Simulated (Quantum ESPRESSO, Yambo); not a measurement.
Planning a run of Yambo 5.3.0 on MgO (Fm-3m). The input:

```
optics
bss
bse
em1s
dipoles
rim_cut
RandQpts= 1000000
RandGvec= 1 RL
Chimod= "HARTREE"
BSKmod= "SEX"
BSEmod= "resonant"
BSSmod= "d"
BSENGexx= 30 Ry
BSENGBlk= 6 Ry
% BSEQptR
 1 | 1 |
%
% BSEBands
 6 | 13 |
%
% BEnRange
 0 | 12 | eV
%
% BDmRange
 0.1 | 0.1 | eV
%
BEnSteps= 121
% BLongDir
 1 | 0 | 0 |
%
% BndsRnXs
 1 | 43 |
%
NGsBlkXs= 6 Ry
% LongDrXs
 1 | 1 | 1 |
%
% KfnQP_E
 2.257 | 1.0 | 1.0 |
%
WRbsWF
```

```sh
OMP_NUM_THREADS=1 mpirun -n 4 yambo -F bse3.in -J bse3 -C bse3 > bse3.log
```

The stored states that it reads are on a 6×6×6 mesh. The structure is cubic, space group Fm-3m (No. 225). Conventional cell: a = 4.194 Å, b = 4.194 Å, c = 4.194 Å, α = 90.00°, β = 90.00°, γ = 90.00°. Nearest to Mg lie 6 O at 2.10 Å. Nearest to O lie 6 Mg at 2.10 Å. Farther neighbours and most contacts between anions are not listed.

Question: Estimate wall time and host memory on 4 MPI ranks of Arm Neoverse V1, shared host.

It took 2.5 min; on shared hardware allow 76 s to 5.1 min. Peak host memory was 1.8 GiB.

The kernel grows as the square of the matrix size, and full diagonalisation as its cube.

[Paths, hosts, dates, memory and timing lines, banners, echoed tables and standing remarks are left out of the program output.]

[Logs are printed without paths, hosts, clocks, repeated set-up lines and the standing remarks that a program may print on its own settings, such as how far it seeks lower states.]

[Runs of the session that timed out or met a known fault of the program may be left out.]

[Hosts, paths, dates, database ids (printed as entryN), source tags and the programs' standing remarks are cut or masked in the printed files.]
